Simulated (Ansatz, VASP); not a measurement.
PbSe: VASP beside Ansatz

```
Pb Se
1.0
     0.00000    3.06215    3.06215
     3.06215    0.00000    3.06215
     3.06215    3.06215    0.00000
Pb Se
1 1
Cartesian
  0.0000 0.0000 0.0000
  3.0621 3.0621 2.8622
```

Alike in both runs: task single point; functional PBE; k mesh 10 × 10 × 10; occupations gaussian, width 0.03 eV; no spin polarisation.

```csv
,VASP,Ansatz
version,VASP 6.6.1,Ansatz 0.2.0
potentials or method,"VASP PAW PBE potentials, release 64 (Pb_d, Se)","scalar-relativistic, plane waves, PAW"
plane-wave cutoff (eV),520,420
valence electrons in the cell,20,30
```

VASP gave:

| Property | Result |
| --- | --- |
| gap on the k mesh at the Fermi level (eV) | 0.67 |
| least direct gap on the mesh (eV) | 0.67 |
| pressure (GPa) | 2.9 |
| largest component of the traceless stress (GPa) | 1.16 |
| rms of the force components (eV/Å) | 0.140 |

Problem. Which values does Ansatz return?

Solution. gap on the k mesh at the Fermi level (eV): 0.67; least direct gap on the mesh (eV): 0.67; pressure (GPa): 2.9; largest component of the traceless stress (GPa): 1.15; rms of the force components (eV/Å): 0.138.

Atom by atom the forces differ by 0.003 eV/Å (rms over components). The two sets of potentials don't hold the same shells in valence.

Caveats: spin-orbit coupling is left out, which as a rule narrows the gap of such compounds by several tenths of an eV. A k mesh can miss the band edges.
